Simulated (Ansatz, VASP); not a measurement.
# Two plane-wave programs on SiC

```
CELL_PARAMETERS angstrom
3.09412 0.00000 0.00000
-1.54706 2.67959 0.00000
0.00000 0.00000 10.12934
ATOMIC_POSITIONS crystal
Si 0.66667 0.33333 0.93784
Si 0.33333 0.66667 0.43784
Si 0.00000 0.00000 0.68790
Si 0.00000 0.00000 0.18790
C 0.66667 0.33333 0.74981
C 0.33333 0.66667 0.24981
C 0.00000 0.00000 0.50045
C 0.00000 0.00000 0.00045
```

Alike in both runs: functional PBE; k mesh 12 × 12 × 4; occupations gaussian, width 0.02 eV; no spin polarisation.

Ansatz relaxed the structure, and its values are those at the end. VASP's run is a single point on that final structure, the one shown.

```csv
,VASP,Ansatz
version,VASP 6.6.1,Ansatz 0.2.0
potentials or method,"VASP PAW PBE potentials, release 64 (Si, C)","scalar-relativistic, plane waves, PAW"
plane-wave cutoff (eV),520,420
valence electrons in the cell,32,32
```

```csv
,VASP,Ansatz,Ansatz less VASP
gap on the k mesh at the Fermi level (eV),2.22,2.22,+0.001
least direct gap on the mesh (eV),3.34,3.34,+0.002
pressure (GPa),0.0,0.0,+0.05
```

A k mesh can miss the band edges.
